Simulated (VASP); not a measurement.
# Cu (I4/mmm) in VASP: further runs, part 2 of 2

VASP 6.6.1.

## (3) Single point, PBE (volume scaled by 1.02)

INCAR reads:

```
ALGO     = Fast           # electronic algorithm
EDIFF    = 1E-6           # SCF threshold, eV
ENCUT    = 520            # plane-wave cutoff, eV
GGA      = PE             # functional
ISIF     = 2              # what is computed and relaxed
ISMEAR   = -1             # smearing method
LASPH    = T              # aspherical terms in the spheres
LCHARG   = F              # write CHGCAR
LREAL    = F              # projectors in reciprocal space
LWAVE    = F              # write WAVECAR
NBANDS   = 12             # bands
NELM     = 100            # most SCF steps
PREC     = Accurate       # precision mode
SIGMA    = 0.05           # smearing width, eV
```

KPOINTS reads:

```
k-points
0
Gamma
  13 13 13
```

POSCAR reads:

```
Cu
1.0
   -1.4523485211      1.4523485211      1.3851948378
    1.4523485211     -1.4523485211      1.3851948378
    1.4523485211      1.4523485211     -1.3851948378
Cu
1
Direct
    0.0000000000      0.0000000000      0.0000000000
```

Potentials or basis: VASP PAW PBE potentials, release 64 (Cu).

Run with:

```console
cat potpaw_PBE.64/Cu/POTCAR > POTCAR
mpirun -np 1 vasp_std > vasp.out
```

OUTCAR:

```text
EDIFF = 1E-6
   ENCUT = 520
   GGA = PE
   ISIF = 2
   ISMEAR = -1
   LASPH = T
   LREAL = F
   NELM = 100
   PREC = Accurate

 ion  position               nearest neighbor table
   1  0.000  0.000  0.000-

  LATTYP: Found a body centered tetragonal cell.
 ALAT       =     2.9046970422
 C/A-ratio  =     0.9537620052

  Lattice vectors:

 A1 = (  -1.4523485211,   1.4523485211,   1.3851948378)
 A2 = (   1.4523485211,  -1.4523485211,   1.3851948378)
 A3 = (   1.4523485211,   1.4523485211,  -1.3851948378)

Analysis of symmetry for initial positions (statically):
=====================================================================
 Subroutine PRICEL returns:
 Original cell was already a primitive cell.

 Routine SETGRP: Setting up the symmetry group for a
 body centered tetragonal supercell.

 Subroutine GETGRP returns: Found 16 space group operations
 (whereof 16 operations were pure point group operations)
 out of a pool of 16 trial point group operations.

The static configuration has the point symmetry D_4h.

Analysis of symmetry for dynamics (positions and initial velocities):
=====================================================================
 Subroutine PRICEL returns:
 Original cell was already a primitive cell.

 Routine SETGRP: Setting up the symmetry group for a
 body centered tetragonal supercell.

 Subroutine GETGRP returns: Found 16 space group operations
 (whereof 16 operations were pure point group operations)
 out of a pool of 16 trial point group operations.

The dynamic configuration has the point symmetry D_4h.

 Subroutine INISYM returns: Found 16 space group operations
 (whereof 16 operations are pure point group operations),
 and found     1 'primitive' translations

----------------------------------------------------------------------------------------

                                     Primitive cell

  volume of cell :      11.6873

  direct lattice vectors                    reciprocal lattice vectors
    -1.452348521  1.452348521  1.385194838     0.000000000  0.344269983  0.360960052
     1.452348521 -1.452348521  1.385194838     0.344269983  0.000000000  0.360960052
     1.452348521  1.452348521 -1.385194838     0.344269983  0.344269983  0.000000000

  length of vectors
     2.477377079  2.477377079  2.477377079     0.498812570  0.498812570  0.486871278

  position of ions in fractional coordinates (direct lattice)
     0.000000000  0.000000000  0.000000000

  ion indices of the primitive-cell ions
   primitive index   ion index
                 1           1

----------------------------------------------------------------------------------------

 KPOINTS: k-points

Automatic generation of k-mesh.
 Grid dimensions read from file:
 generate k-points for:   13   13   13

 Generating k-lattice:

  Cartesian coordinates                     Fractional coordinates (reciprocal lattice)
     0.000000000  0.026482306  0.027766158     0.076923077 -0.000000000  0.000000000
     0.026482306  0.000000000  0.027766158    -0.000000000  0.076923077  0.000000000
     0.026482306  0.026482306  0.000000000     0.000000000  0.000000000  0.076923077

  Length of vectors
     0.038370198  0.038370198  0.037451637

  Shift w.r.t. Gamma in fractional coordinates (k-lattice)
     0.000000000  0.000000000  0.000000000

 Subroutine IBZKPT returns following result:
 ===========================================

 Found    196 irreducible k-points:

 Following reciprocal coordinates:
            Coordinates               Weight
  0.000000  0.000000  0.000000      1.000000
  0.076923 -0.000000  0.000000      8.000000
  0.153846 -0.000000  0.000000      8.000000
  0.230769 -0.000000  0.000000      8.000000
  0.307692 -0.000000  0.000000      8.000000
  0.384615 -0.000000  0.000000      8.000000
[... 16 lines left out ...]
  0.384615  0.153846  0.000000     16.000000
  0.461538  0.153846  0.000000     16.000000
 [... further k-points ...]
   k-points           NKPTS =    196   k-points in BZ     NKDIM =    196   number of bands    NBANDS=     12
   number of dos      NEDOS =    301   number of ions     NIONS =      1
   total plane-waves  NPLWV =   5832
   dimension x,y,z NGX =    18 NGY =   18 NGZ =   18
   dimension x,y,z NGXF=    36 NGYF=   36 NGZF=   36
   ions per type =               1
   NGX,Y,Z   is equivalent  to a cutoff of  12.08, 12.08, 12.08 a.u.
   NGXF,Y,Z  is equivalent  to a cutoff of  24.16, 24.16, 24.16 a.u.
 SYSTEM =  unknown system
   PREC   = accura    normal or accurate (medium, high low for compatibility)
   ISTART =      0    job   : 0-new  1-cont  2-samecut
   ICHARG =      2    charge: 1-file 2-atom 10-const
   ISPIN  =      1    spin polarized calculation?
   LNONCOLLINEAR =      F non collinear calculations
   LSORBIT =      F    spin-orbit coupling
   LASPH  =      T    aspherical Exc in radial PAW
   ENCUT  =  520.0 eV  38.22 Ry    6.18 a.u.   4.61  4.61  4.61*2*pi/ulx,y,z
   NELM   =    100;   NELMIN=  2; NELMDL= -5     # of ELM steps
   EDIFF  = 0.1E-05   stopping-criterion for ELM
   LREAL  =      F    real-space projection
   EDIFFG = 0.1E-04   stopping-criterion for IOM
   NSW    =      0    number of steps for IOM
   IBRION =     -1    ionic relax: 0-MD 1-quasi-New 2-CG
   NFREE  =      0    steps in history (QN), initial steepest desc. (CG)
   ISIF   =      2    stress and relaxation
   ISYM   =      2    0-nonsym 1-usesym 2-fastsym
   POTIM  = 0.5000    time-step for ionic-motion
   TEBEG  =    0.0;   TEEND  =   0.0 temperature during run
   PSTRESS=    0.0 pullay stress
   NELECT =      11.0000    total number of electrons
   NUPDOWN=      -1.0000    fix difference up-down
   EMIN   =  10.00;   EMAX   =-10.00  energy-range for DOS
   EFERMI =   0.00;   METHOD = LEGACY
   ISMEAR =    -1;   SIGMA  =   0.05  broadening in eV -4-tet -1-fermi 0-gaus
   EFERMI_NEDOS =   21; number of points for ismear=-14 and -15
   IALGO  =     68    algorithm
   IMIX   =      4    mixing-type and parameters
     AMIX     =   0.40;   BMIX     =  1.00
     AMIX_MAG =   1.60;   BMIX_MAG =  1.00
  volume/ion in A,a.u.               =      11.69        78.87
  Fermi-wavevector in a.u.,A,eV,Ry     =   1.604359  3.031799 35.020956  2.573968
  Thomas-Fermi vector in A             =   2.700876
   LORBIT       =      0    0 simple, 1 ext, 2 COOP (PROOUT), +10 PAW based schemes
   GGA     = PE    functional components
   LHFCALC =     F    Hartree Fock is set to
   AEXX    =    0.0000 exact exchange contribution
   IVDW    =     0    specifies the selected vdW correction
   LEPSILON=     F    determine dielectric tensor
   LRPA    =     F    only Hartree local field effects (RPA)
 non-spin polarized calculation
 RMM-DIIS sequential band-by-band and
  energy-cutoff  :      520.00
  volume of cell :       11.69
 maximum number of plane-waves:       329
   NGX =  9   NGY =  9   NGZ =  9

 number of electron      10.9999991 magnetization

 Free energy of the ion-electron system (eV)
  ---------------------------------------------------
  ext. energy  EPLUGINS =         0.00000000
  ---------------------------------------------------
  free energy    TOTEN  =        -3.69304049 eV

  energy without entropy =       -3.69036438  energy(sigma->0) =       -3.69170244

 E-fermi :   7.6738     XC(G=0): -12.7871

 val. band max:        7.6734243006   @ k =  -0.2308   0.4615   0.0769
 cond. band min:       7.6762752987   @ k =  -0.0769  -0.4615   0.0769
 fundamental gap:      0.0028509982
 Fermi energy:         7.6738423353

 k-point     1 :       0.0000    0.0000    0.0000
  band No.  band energies     occupation
      1      -1.7090      2.00000
      2       4.4677      2.00000
      3       4.6566      2.00000
      4       4.6566      2.00000
      5       5.5024      2.00000
      6       5.7031      2.00000
      7      32.3916      0.00000
      8      32.3916      0.00000
      9      33.6315      0.00000
     10      36.2054      0.00000
     11      36.2074      0.00000
     12      36.3654      0.00000
[... 331 lines left out ...]
 k-point    24 :       0.4615    0.1538    0.0000
  band No.  band energies     occupation
      1       2.9846      2.00000
      2       3.8662      2.00000
      3       4.9540      2.00000
      4       5.5830      2.00000
      5       5.9145      2.00000
      6       8.6061      0.00000
      7      13.1570      0.00000
      8      19.7969      0.00000
      9      24.8749      0.00000
     10      31.2138      0.00000
     11      36.8725      0.00000
     12      39.3024      0.00000

 [... further k-points ...]
[... 5 lines left out ...]
  --------------------------------------------------------------------------------------
  -------------------------------------------------------------------------------------
  Total        0.3575300      0.3575300      0.3405546      0.0000000      0.0000000      0.0000000
  in kB       49.0129167     49.0129167     46.6858042      0.0000000      0.0000000      0.0000000
  external PRESSURE =      48.2372125 kB  Pullay stress =       0.0000000 kB

 VOLUME and BASIS-vectors are now :
 -----------------------------------------------------------------------------
  energy-cutoff  :      520.00
  volume of cell :       11.69
      direct lattice vectors                 reciprocal lattice vectors
    -1.452348521  1.452348521  1.385194838     0.000000000  0.344269983  0.360960052
     1.452348521 -1.452348521  1.385194838     0.344269983  0.000000000  0.360960052
     1.452348521  1.452348521 -1.385194838     0.344269983  0.344269983  0.000000000

 POSITION                                       TOTAL-FORCE (eV/Angst)
 -----------------------------------------------------------------------------------
      0.00000      0.00000      0.00000        -0.000000      0.000000     -0.000000
 -----------------------------------------------------------------------------------
    total drift:                                0.000000      0.000000      0.000000

  FREE ENERGIE OF THE ION-ELECTRON SYSTEM (eV)
  ---------------------------------------------------
  free  energy   TOTEN  =        -3.6930404918 eV

  energy  without entropy=       -3.6903643815  energy(sigma->0) =       -3.69170244
```

Run time: 20 s. Hardware: 1 thread of Intel Xeon Platinum 8488C (Sapphire Rapids), shared host; peak memory 0.13 GiB.

Results:

```
Free energy            : -3.6930 eV
Pressure               : 4.8 GPa
Band gap on the k mesh : none (metal or under the smearing width)
```

Stress tensor (GPa, compression positive):
```
4.90 0.00 0.00
0.00 4.90 0.00
0.00 0.00 4.67
```
